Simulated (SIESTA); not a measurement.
## Ge under changes of volume

One of the cells (19.014 Å³/atom); the others are scaled copies at fixed shape and fractional positions:

```
CELL_PARAMETERS angstrom
-2.49590 2.65086 1.43695
2.49590 -2.65086 1.43695
2.49590 2.65086 -1.43695
ATOMIC_POSITIONS crystal
Ge 0.31406 0.06406 0.25000
Ge 0.68594 0.93594 0.75000
```

This isn't the form of Ge at room conditions, which is diamond.

| Property | Result |
| --- | --- |
| Program | SIESTA 5.4.2 |
| Functional | LDA |
| Potentials or basis | PseudoDojo 0.4 standard (LDA files) |
| Basis | DZP (energy shift 0.003 Ry; two zetas on semicore shells) |
| Grid cutoff | 800 Ry |
| Energy shift | 0.003 Ry |
| k mesh | 11 × 11 × 11 |
| Occupations | fermi-dirac, width 0.05 eV |
| Spin | no spin polarisation |

```tsv
volume (Å³/atom)	energy over the lowest point (meV/atom)	pressure (GPa)	largest force (eV/Å)
17.874	2.29	1.8	0.063
18.254	0.00	0.2	0.068
18.634	1.52	-1.3	0.074
19.014	6.39	-2.7	0.078
19.395	?	?	?
19.775	24.59	-4.9	0.085
20.155	37.24	-5.8	0.086
```

**Question.** What does the run at 19.395 Å³/atom give?

**Answer.** Energy over the lowest point 14.20 meV/atom; pressure -3.8 GPa; largest force 0.082 eV/Å.

Worked out: A Birch-Murnaghan fit of order 3 (a polynomial in V^(-2/3)) to the other rows has its minimum at 18.28 Å³/atom with B0 = V·E''(V) = 76 GPa and B' = 5.2 at fixed shape and positions, which overstates the stiffness. It gives 14.21 meV/atom at 19.395 Å³/atom, against the run's 14.20, and -dE/dV = -3.9 GPa, against -3.8.

Energies are extrapolated to zero smearing.

Caveats: the basis of atomic orbitals isn't converged, which shifts pressures, moduli and gaps.
